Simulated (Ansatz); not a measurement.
Method: Ansatz, DFT PBE, scalar-relativistic, plane waves, PAW. All cells share a 420 eV cutoff and Γ-centred k meshes spaced at most about 0.3 Å⁻¹ (about 0.25 or finer for metals, 2π included). No spin polarisation in the final relaxations.

Temperature and zero-point effects are left out. All come from trial cells, and lower structures may exist.

Question: Order these relaxed structures of Br by energy, lowest first, with the energy over the lowest of them.
A. Space group R-3m (No. 166), trigonal, a = 5.691 Å, c = 17.189 Å. Br on a site of symmetry 3m is surrounded by 1 Br at 2.52 Å and 6 Br at 3.30–3.36 Å; Br on a site of symmetry -3m has 6 Br at 3.30 Å; Br on a second site of symmetry -3m is surrounded by 2 Br at 2.52 Å.
B. Space group P6/mmm (No. 191), hexagonal, a = 4.911 Å, c = 4.755 Å. Around Br lie 3 Br at 2.84 Å.

Answer: A (0 meV/atom), B (65 meV/atom). Forms: A R-3m; B P6/mmm. Counting all near atoms (those within 1.25 times the shortest such distance or 1.15 times the sum of covalent radii, 1.27 where that leaves under three; the shortest distance is added where it exceeds 1.18 times the sum of covalent radii; a slash parts the counts of unlike sites): A has Br 1/2/6 from 3.3 Å; B has Br 3 from 2.8 Å.

No dispersion correction is applied, so the spacing and binding between layers, chains or molecules are poorly described (R-3m, P6/mmm), and this can change margins and order among such cells. A magnetic state wasn't ruled out in cells without spin, among them R-3m, P6/mmm. Cells relaxed within their symmetry can be saddle points. The part of the Crystallography Open Database at hand lists Br in space group No. 64, which no cell shown has. Some structure types and database cells were kept out of the candidates from the start, so a known form may be missing.
